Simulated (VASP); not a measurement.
A run of VASP 6.6.1:

INCAR

```
SYSTEM = Mo
ALGO = Normal
EDIFF = 1E-7
EDIFFG = -0.002
ENCUT = 520
GGA = PE
IBRION = 2
ISIF = 3
ISMEAR = 0
LASPH = .TRUE.
LCHARG = .FALSE.
LREAL = .FALSE.
LWAVE = .FALSE.
NELM = 60
NSW = 80
PREC = Accurate
PSTRESS = 220.0
SIGMA = 1.0
```

KPOINTS

```
k-points
0
G
  18 18 18
  0 0 0
```

POSCAR

```
Mo                                      
1.0
   -1.5455416406      1.5455416406      1.5455416406
    1.5455416406     -1.5455416406      1.5455416406
    1.5455416406      1.5455416406     -1.5455416406
  Mo            
     1
Direct
     0.0000000000000000    0.0000000000000000    0.0000000000000000
```

Potentials or basis: VASP PAW PBE potentials, release 64 (Mo_sv).

The run is started by

```bash
$ cat potpaw_PBE.64/Mo_sv/POTCAR > POTCAR
$ mpirun -np 1 vasp_std > vasp.out
```

Hardware: 1 thread of Intel(R) Xeon(R) 6975P-C (Granite Rapids), on a shared host.

Estimate the wall time of this run.

Run time: 20 s on 1 thread of Intel(R) Xeon(R) 6975P-C (Granite Rapids) (shared host), peak memory 0.15 GiB. Counts: scf iterations 23, k points 195, ion steps 3.
